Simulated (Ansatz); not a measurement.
# Ge: how the free axis answers a strain

Ge, Fd-3m, a = 5.760 Å. Ansatz: PBE, PAW, 420 eV, Γ-centred 14×14×10 mesh on 4 atoms, Gaussian smearing 0.10 eV; no spin polarisation. Series: uniaxial strain along c, with a, b and atoms relaxed; x is the strain in per cent. The axes a, b, c are those of the computed cell (4.073, 4.073, 5.760 Å), along [1 1 0], [-1 1 0], [0 0 1] of the cell named above. y is the change of a in per cent of 4.073 Å.

| x (%) | y (%) |
| --- | --- |
| -6.0 | ? |
| -4.0 | 1.21 |
| -2.0 | 0.58 |
| 0.0 | 0.00 |
| 2.0 | -0.46 |
| 4.0 | -0.89 |
| 6.0 | -1.27 |

**Question.** Fit y = c1 x + c2 x² to the other rows, say what c1 measures, and predict the missing y.

**Answer.** Least squares on the rows shown. y = −0.2644 x + 0.009234 x². So −c1 = 0.264 is Poisson's ratio for this pair of axes. At x = -6.0 the fit asked for gives 1.92 %. The run gave 1.89 %, so the fit is 0.03 % too high, within twice the rms miss on the fitted rows (0.02 %).